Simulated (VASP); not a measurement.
# CdS (R3m) in VASP: further runs

One crystal, CdS, is run at these levels: PBEsol; tasks: single point.

All numbers are computed with VASP 6.6.1; they aren't measurements. Logs are shortened: lines on timing, memory, paths and dates and some standing lists are left out, and cuts for length are marked.

## (1) Starting point

The structure is trigonal, space group R3m (No. 160). The conventional cell has a = 4.155 Å, b = 4.155 Å, c = 10.007 Å, α = 90.00°, β = 90.00°, γ = 120.00°. Around Cd (site symmetry 3m) lie 4 S at 2.53 Å. S (site symmetry 3m) has 4 Cd at 2.53 Å as nearest neighbours.

## (2) Single point, PBEsol

INCAR reads:

```
ALGO     = Fast           # electronic algorithm
EDIFF    = 1E-6           # SCF threshold, eV
ENCUT    = 520            # plane-wave cutoff, eV
GGA      = PS             # functional
ISIF     = 2              # what is computed and relaxed
ISMEAR   = 0              # smearing method
ISYM     = 0            
LASPH    = T              # aspherical terms in the spheres
LCHARG   = F              # write CHGCAR
LREAL    = F              # projectors in reciprocal space
LWAVE    = F              # write WAVECAR
NBANDS   = 16             # bands
NELM     = 100            # most SCF steps
PREC     = Accurate       # precision mode
SIGMA    = 0.1            # smearing width, eV
```

KPOINTS reads:

```
k-points
0
Gamma
  9 9 10
```

POSCAR reads:

```
CdS
1.0
    4.1551975516      0.0000000000     -0.0000047657
   -2.0775987758      3.5985066374      0.0000047657
    2.0775949602     -1.1995000095      3.3357673141
Cd S
1 1
Direct
    0.0012029620     -0.0012029620     -0.0036079468
    0.7487970380      0.2512029620      0.7536079468
```

Potentials or basis: VASP PAW PBE potentials, release 64 (Cd, S).

The run is started by

```bash
$ cat potpaw_PBE.64/Cd/POTCAR potpaw_PBE.64/S/POTCAR > POTCAR
$ mpirun -np 1 vasp_std > vasp.out
```

OUTCAR:

```text
EDIFF = 1E-6
   ENCUT = 520
   GGA = PS
   ISIF = 2
   ISMEAR = 0
   ISYM = 0
   LASPH = T
   LREAL = F
   NELM = 100
   PREC = Accurate

 ion  position               nearest neighbor table
   1  0.001  0.999  0.996-   2 2.53   2 2.53   2 2.53   2 2.53
   2  0.749  0.251  0.754-   1 2.53   1 2.53   1 2.53   1 2.53

IMPORTANT INFORMATION: All symmetrisations will be switched off!
NOSYMM: (Re-)initialisation of all symmetry stuff for point group C_1.

----------------------------------------------------------------------------------------

                                     Primitive cell

  volume of cell :      49.8781

  direct lattice vectors                    reciprocal lattice vectors
     4.155197552  0.000000000 -0.000004766     0.240662330  0.138946593 -0.099926755
    -2.077598776  3.598506637  0.000004766     0.000000115  0.277892988  0.099926755
     2.077594960 -1.199500009  3.335767314     0.000000344 -0.000000199  0.299780816

  length of vectors
     4.155197552  4.155197552  4.108837386     0.295313171  0.295313171  0.299780816

  position of ions in fractional coordinates (direct lattice)
     0.001202962  0.998797038  0.996392053
     0.748797038  0.251202962  0.753607947

  ion indices of the primitive-cell ions
   primitive index   ion index
                 1           1
                 2           2

----------------------------------------------------------------------------------------

 KPOINTS: k-points

Automatic generation of k-mesh.
 Grid dimensions read from file:
 generate k-points for:    9    9   10

 Generating k-lattice:

  Cartesian coordinates                     Fractional coordinates (reciprocal lattice)
     0.026740259  0.015438510 -0.011102973     0.111111111 -0.000000000 -0.000000000
     0.000000013  0.030876999  0.011102973     0.000000000  0.111111111  0.000000000
     0.000000034 -0.000000020  0.029978082     0.000000000  0.000000000  0.100000000

  Length of vectors
     0.032812575  0.032812575  0.029978082

  Shift w.r.t. Gamma in fractional coordinates (k-lattice)
     0.000000000  0.000000000  0.000000000

 -----------------------------------------------------------------------------
|                                                                             |
|           W    W    AA    RRRRR   N    N  II  N    N   GGGG   !!!           |
|           W    W   A  A   R    R  NN   N  II  NN   N  G    G  !!!           |
|           W    W  A    A  R    R  N N  N  II  N N  N  G       !!!           |
|           W WW W  AAAAAA  RRRRR   N  N N  II  N  N N  G  GGG   !            |
[... 69 lines left out ...]
   NSW    =      0    number of steps for IOM
   IBRION =     -1    ionic relax: 0-MD 1-quasi-New 2-CG
   NFREE  =      0    steps in history (QN), initial steepest desc. (CG)
   ISIF   =      2    stress and relaxation
   ISYM   =      0    0-nonsym 1-usesym 2-fastsym
   POTIM  = 0.5000    time-step for ionic-motion
   TEBEG  =    0.0;   TEEND  =   0.0 temperature during run
   PSTRESS=    0.0 pullay stress
   NELECT =      18.0000    total number of electrons
   NUPDOWN=      -1.0000    fix difference up-down
   EMIN   =  10.00;   EMAX   =-10.00  energy-range for DOS
   EFERMI =   0.00;   METHOD = LEGACY
   ISMEAR =     0;   SIGMA  =   0.10  broadening in eV -4-tet -1-fermi 0-gaus
   EFERMI_NEDOS =   21; number of points for ismear=-14 and -15
   IALGO  =     68    algorithm
   IMIX   =      4    mixing-type and parameters
     AMIX     =   0.40;   BMIX     =  1.00
     AMIX_MAG =   1.60;   BMIX_MAG =  1.00
  volume/ion in A,a.u.               =      24.94       168.30
  Fermi-wavevector in a.u.,A,eV,Ry     =   1.165545  2.202560 18.483440  1.358495
  Thomas-Fermi vector in A             =   2.302069
   LORBIT       =      0    0 simple, 1 ext, 2 COOP (PROOUT), +10 PAW based schemes
   GGA     = PS    functional components
   LHFCALC =     F    Hartree Fock is set to
   AEXX    =    0.0000 exact exchange contribution
   IVDW    =     0    specifies the selected vdW correction
   LEPSILON=     F    determine dielectric tensor
   LRPA    =     F    only Hartree local field effects (RPA)
 non-spin polarized calculation
 RMM-DIIS sequential band-by-band and
 Gauss-broadening in eV      SIGMA  =   0.10
  energy-cutoff  :      520.00
  volume of cell :       49.88
 maximum number of plane-waves:      1359
   NGX = 15   NGY = 15   NGZ = 15

 number of electron      18.0000003 magnetization

 Free energy of the ion-electron system (eV)
  ---------------------------------------------------
  ext. energy  EPLUGINS =         0.00000000
  ---------------------------------------------------
  free energy    TOTEN  =        -6.81223776 eV

  energy without entropy =       -6.81223776  energy(sigma->0) =       -6.81223776

 E-fermi :   1.6105     XC(G=0):  -9.3541

 val. band max:        1.2051354194   @ k =   0.0000   0.0000   0.0000
 cond. band min:       2.1599053389   @ k =   0.0000   0.0000   0.0000
 fundamental gap:      0.9547699195
 Fermi energy:         1.6105408839

 k-point     1 :       0.0000    0.0000    0.0000
  band No.  band energies     occupation
      1     -11.1858      2.00000
      2      -6.5459      2.00000
      3      -6.5459      2.00000
      4      -6.5354      2.00000
      5      -6.0620      2.00000
      6      -6.0620      2.00000
[... 433 lines left out ...]
      3      -6.4413      2.00000
      4      -6.0834      2.00000
      5      -6.0494      2.00000
      6      -6.0417      2.00000
[... 8 lines left out ...]
     15      12.0963      0.00000
     16      12.3103      0.00000

 [... further k-points ...]

------------------------ aborting loop because EDIFF is reached ----------------------------------------

  FORCE on cell =-STRESS in cart. coord.  units (eV):
  Direction    XX          YY          ZZ          XY          YZ          ZX
  --------------------------------------------------------------------------------------
  -------------------------------------------------------------------------------------
  Total       -0.1570800     -0.1570606      0.1299740      0.0000190     -0.0000265      0.0000455
  in kB       -5.0456975     -5.0450749      4.1750034      0.0006099     -0.0008524      0.0014611
  external PRESSURE =      -1.9719230 kB  Pullay stress =       0.0000000 kB

 VOLUME and BASIS-vectors are now :
 -----------------------------------------------------------------------------
  energy-cutoff  :      520.00
  volume of cell :       49.88
      direct lattice vectors                 reciprocal lattice vectors
     4.155197552  0.000000000 -0.000004766     0.240662330  0.138946593 -0.099926755
    -2.077598776  3.598506637  0.000004766     0.000000115  0.277892988  0.099926755
     2.077594960 -1.199500009  3.335767314     0.000000344 -0.000000199  0.299780816

 POSITION                                       TOTAL-FORCE (eV/Angst)
 -----------------------------------------------------------------------------------
     -0.00000      2.39901      3.32374         0.000003      0.000001     -0.006059
      4.15519      0.00000      2.51386        -0.000003     -0.000001      0.006059
 -----------------------------------------------------------------------------------
    total drift:                               -0.000005     -0.000001      0.000110

  FREE ENERGIE OF THE ION-ELECTRON SYSTEM (eV)
  ---------------------------------------------------
  free  energy   TOTEN  =        -6.8122377601 eV

  energy  without entropy=       -6.8122377601  energy(sigma->0) =       -6.81223776
```

OSZICAR:

```text
N       E                     dE             d eps       ncg     rms          rms(c)
DAV:   1     0.108045902195E+03    0.10805E+03   -0.90746E+03 13320   0.103E+03
DAV:   2    -0.308143511282E+01   -0.11113E+03   -0.10477E+03 15712   0.253E+02
DAV:   3    -0.728631273247E+01   -0.42049E+01   -0.41964E+01 16232   0.513E+01
DAV:   4    -0.731200431883E+01   -0.25692E-01   -0.25689E-01 16600   0.392E+00
DAV:   5    -0.731234176936E+01   -0.33745E-03   -0.33745E-03 16128   0.424E-01    0.770E+00
RMM:   6    -0.683824115455E+01    0.47410E+00   -0.69411E-01 13112   0.533E+00    0.631E+00
RMM:   7    -0.681553613589E+01    0.22705E-01   -0.12298E-01 13745   0.189E+00    0.275E+00
RMM:   8    -0.681207670805E+01    0.34594E-02   -0.95570E-03 14907   0.811E-01    0.683E-01
RMM:   9    -0.681214089537E+01   -0.64187E-04   -0.21993E-03 15325   0.353E-01    0.167E-01
RMM:  10    -0.681220757992E+01   -0.66685E-04   -0.37221E-04 15289   0.131E-01    0.944E-02
RMM:  11    -0.681224069743E+01   -0.33118E-04   -0.96649E-05 14487   0.745E-02    0.677E-02
RMM:  12    -0.681223701343E+01    0.36840E-05   -0.24364E-05 15399   0.336E-02    0.995E-03
RMM:  13    -0.681223776009E+01   -0.74666E-06   -0.60413E-06 13382   0.174E-02
   1 F= -.68122378E+01 E0= -.68122378E+01  d E =-.512791E-11
```

stdout:

```text
POSCAR found type information on POSCAR CdS
 POSCAR found :  2 types and       2 ions
 scaLAPACK will be used
 -----------------------------------------------------------------------------
|                                                                             |
|                                                                             |
[... 21 lines left out ...]
|     Results are often still useful ...                                      |
|                                                                             |
 -----------------------------------------------------------------------------

 POSCAR, INCAR and KPOINTS ok, starting setup
 FFT: planning ... GRIDC
 FFT: planning ... GRID_SOFT
 FFT: planning ... GRID
 WAVECAR not read
 entering main loop
```

Run time: 2.6 min. Hardware: 1 thread of AMD EPYC 9R45 (Zen 5), shared host; peak memory 0.39 GiB.

What came out:

| Property | Result |
| --- | --- |
| Free energy | -6.8122 eV |
| Pressure | -0.2 GPa |
| Largest force | 0.006 eV/Å |
| Band gap on the k mesh | 0.95 eV, direct |

Forces on the atoms (eV/Å):
```
Cd   0.000  0.000 -0.006
S    0.000  0.000  0.006
```

Levels at points of the mesh, in eV from the valence-band top:
| k point | band 6 | band 7 | band 8 | band 9 | band 10 | band 11 | band 12 | band 13 |
| --- | --- | --- | --- | --- | --- | --- | --- | --- |
| (0.00, 0.00, 0.00) | -7.27 | -0.06 | -0.06 | 0.00 | 0.95 | 6.34 | 6.34 | 6.55 |
| (0.00, 0.00, 0.50) | -6.87 | -4.44 | -0.84 | -0.84 | 2.74 | 6.78 | 6.78 | 7.33 |

Caveat: the PAW data sets were made with another functional, which shifts forces and pressure a little.

## (3) Single point, PBEsol

This run uses another cell than the first one, of 24.87 Å³/atom, 0.997 times its volume.

INCAR reads:

```
SYSTEM = CdS
PREC = Accurate
ENCUT = 520
EDIFF = 1E-7
ISMEAR = 0
SIGMA = 0.1
LREAL = .False.
LASPH = .True.
NELM = 100
ALGO = Fast
ISIF = 2
LWAVE = .False.
LCHARG = .False.
GGA = PS
NBANDS = 16
ISYM = 0
```

KPOINTS reads:

```
regular mesh
0
Gamma
  9 9 10
  0 0 0
```

POSCAR reads:

```
CdS
1.0
    4.1551975516      0.0000000000      0.0000000000
   -2.0775987758      3.5985066374      0.0000000000
    2.0775987758     -1.1995022125      3.3268294504
Cd S
1 1
Direct
    0.0000000000      0.0000000000      0.0000000000
    0.7500000000      0.2500000000      0.7500000000
```

Potentials or basis: VASP PAW PBE potentials, release 64 (Cd, S).

The run is started by

```bash
$ cat potpaw_PBE.64/Cd/POTCAR potpaw_PBE.64/S/POTCAR > POTCAR
$ mpirun -np 1 vasp_std > vasp.out
```

It took 3 min on 1 thread of AMD EPYC 9R45 (Zen 5), shared host; peak memory 0.39 GiB.

The run converged. Its results:

| Quantity | Value |
| --- | --- |
| Free energy | -6.8095 eV |
| Pressure | 0.0 GPa |
| Largest force | 0.157 eV/Å |
| Band gap on the k mesh | 0.97 eV, direct |

Forces on the atoms (eV/Å):
```
Cd   0.000  0.000 -0.157
S    0.000  0.000  0.157
```

Stress tensor (GPa, compression positive):
```
-0.72  0.00  0.00
 0.00 -0.72  0.00
 0.00  0.00  1.44
```

Levels at points of the mesh, in eV from the valence-band top:
```
           k point  band 6  band 7  band 8  band 9  band 10  band 11  band 12  band 13
(0.00, 0.00, 0.00)   -7.27   -0.05   -0.05    0.00     0.97     6.32     6.32     6.59
(0.00, 0.00, 0.50)   -6.87   -4.51   -0.86   -0.86     2.77     6.79     6.79     7.38
```

Caveat: the PAW data sets were made with another functional, which shifts forces and pressure a little. PBEsol gaps usually lie below the measured ones, often by a third to a half.

## (4) Single point, PBEsol (band edges of the strained film's bulk)

INCAR reads:

```
PREC = Accurate
ENCUT = 520
EDIFF = 1E-7
ISMEAR = 0
SIGMA = 0.1
LREAL = F
LASPH = T
NELM = 100
ALGO = Fast
ISIF = 2
LWAVE = F
LCHARG = T
GGA = PS
LELF = T
LVHAR = T
NBANDS = 16
ISYM = 0
```

KPOINTS reads:

```
regular mesh
0
Gamma
  9 9 10
```

POSCAR reads:

```
CdS
1.0
    4.1551975516      0.0000000000     -0.0000047657
   -2.0775987758      3.5985066374      0.0000047657
    2.0775949602     -1.1995000095      3.3357673141
Cd S
1 1
Direct
    0.0012029620     -0.0012029620     -0.0036079468
    0.7487970380      0.2512029620      0.7536079468
```

The run is started by

```bash
$ cat potpaw_PBE.64/Cd/POTCAR potpaw_PBE.64/S/POTCAR > POTCAR
$ mpirun -np 1 vasp_std > vasp.out
```

It took 3.2 min on 1 thread of AMD EPYC 9R45 (Zen 5), shared host; peak memory 0.39 GiB.

The run converged. Its results:

```yaml
Free_energy: -6.8122 eV
Pressure: -0.2 GPa
Largest_force: 0.006 eV/Å
Band_gap_on_the_k_mesh: 0.95 eV, direct
```

Forces in eV/Å, atoms in the order of the input:
```
Cd   0.000  0.000 -0.006
S    0.000  0.000  0.006
```

Stress tensor (GPa, compression positive):
```
-0.52  0.00  0.00
 0.00 -0.52  0.00
 0.00  0.00  0.40
```

Levels at points of the mesh, in eV from the valence-band top:
```
           k point  band 7  band 8  band 9  band 10  band 11  band 12
(0.00, 0.00, 0.00)   -0.06   -0.06    0.00     0.95     6.34     6.34
(0.00, 0.00, 0.50)   -4.44   -0.84   -0.84     2.74     6.78     6.78
```

Caveat: the PAW data sets were made with another functional, which shifts forces and pressure a little.

## (5) Summary

| cell | gap on the mesh (eV) | pressure (GPa) | largest force (eV/Å) |
| --- | --- | --- | --- |
| R3m, 24.94 Å³/atom | 0.95 | -0.2 | 0.01 |
| R3m, 24.87 Å³/atom | 0.97 | 0.0 | 0.16 |
| band edges of the strained film's bulk | 0.95 | -0.2 | 0.01 |

Alike in all rows: task single point; level PBEsol; potentials or basis VASP PAW PBE potentials, release 64 (Cd, S); no spin polarisation; k mesh 9 × 9 × 10; cutoff (eV) 520; smearing gaussian 0.1 eV.

Caveats: the PAW data sets were made with another functional, which shifts forces and pressure a little.

Total energies depend on the potentials used, so only differences within one code and one set of settings carry meaning.
